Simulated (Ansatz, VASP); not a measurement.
# Two plane-wave programs on W

INCAR

```
PREC = Accurate ; ENCUT = 520
EDIFF = 1E-7 ; ISMEAR = 0
SIGMA = 0.1 ; LREAL = F
LASPH = T ; NELM = 100
ALGO = Normal ; ISIF = 2
LWAVE = F ; LCHARG = F
GGA = PS ; NBANDS = 13
```

The input KPOINTS:

```
regular mesh
0
Gamma
  18 18 18
```

The input POSCAR:

```
W
1.0
   -1.6081065843      1.6081065843      1.6081065843
    1.6081065843     -1.6081065843      1.6081065843
    1.6081065843      1.6081065843     -1.6081065843
W
1
Direct
    0.0000000000      0.0000000000      0.0000000000
```

Input for Ansatz:

```yaml
crystal:
  lattice:
    - [-1.6081065843, 1.6081065843, 1.6081065843]
    - [1.6081065843, -1.6081065843, 1.6081065843]
    - [1.6081065843, 1.6081065843, -1.6081065843]
  atoms:
    - { symbol: W, position: [0.0, 0.0, 0.0] }
basis:
  ecutwfc: 420
kpoints:
  mp_grid: { grid: [18, 18, 18] }
hamiltonian:
  xc: pbesol
scf:
  occupations: { method: gaussian, width: 0.1 }
output:
  forces: true
  stress: true
  eigenvalues: true
  write_density: true
  write_potential: true
  elf: true
  volumetric_format: npy
```

Alike in both runs: task single point; functional PBEsol; k mesh 18 × 18 × 18; occupations gaussian, width 0.1 eV; no spin polarisation.

|  | VASP | Ansatz |
| --- | --- | --- |
| version | VASP 6.6.1 | Ansatz 0.2.0 |
| potentials or method | VASP PAW PBE potentials, release 64 (W_sv) | scalar-relativistic, plane waves, PAW |
| plane-wave cutoff (eV) | 520 | 420 |
| valence electrons in the cell | 14 | 14 |

|  | VASP | Ansatz | Ansatz less VASP |
| --- | --- | --- | --- |
| gap on the k mesh at the Fermi level (eV) | none | none | - |
| pressure (GPa) | -16.4 | -16.8 | -0.42 |

A gap of «none» marks a metal or a gap that the smearing closes.

Caveats: so large a pressure means that the cell lies far from this level's equilibrium, or that cutoff or potentials fall short (VASP); the potentials were made for another functional, which shifts forces and pressure (VASP). The runs have no spin-orbit coupling, so splittings on W are missing.
